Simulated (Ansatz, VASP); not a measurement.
## Ti in VASP and in Ansatz

```
Ti
1.0
    -1.60495    1.60495    1.60495
     1.60495   -1.60495    1.60495
     1.60495    1.60495   -1.60495
Ti
1
Direct
  0.00000 0.00000 0.00000
```

Alike in both runs: functional PBEsol; k mesh 18 × 18 × 18; occupations gaussian, width 0.1 eV; no spin polarisation.

Ansatz relaxed the structure, and its values are those at the end. VASP's run is a single point on that final structure, the one shown.

```csv
,VASP,Ansatz
version,VASP 6.6.1,Ansatz 0.2.0
potentials or method,"VASP PAW PBE potentials, release 64 (Ti_sv)","scalar-relativistic, plane waves, PAW"
plane-wave cutoff (eV),520,520
valence electrons in the cell,12,12
```

```csv
,VASP,Ansatz,Ansatz less VASP
gap on the k mesh at the Fermi level (eV),none,none,-
pressure (GPa),-0.2,0.0,+0.22
```

A gap of «none» marks a metal or a gap that the smearing closes. With one functional, cell and mesh, what is left measures potentials, basis and numerics. Ansatz warned: «pseudo_functional_mismatch».

Caveats: the PAW data sets were made with another functional, which shifts forces and pressure a little (VASP).
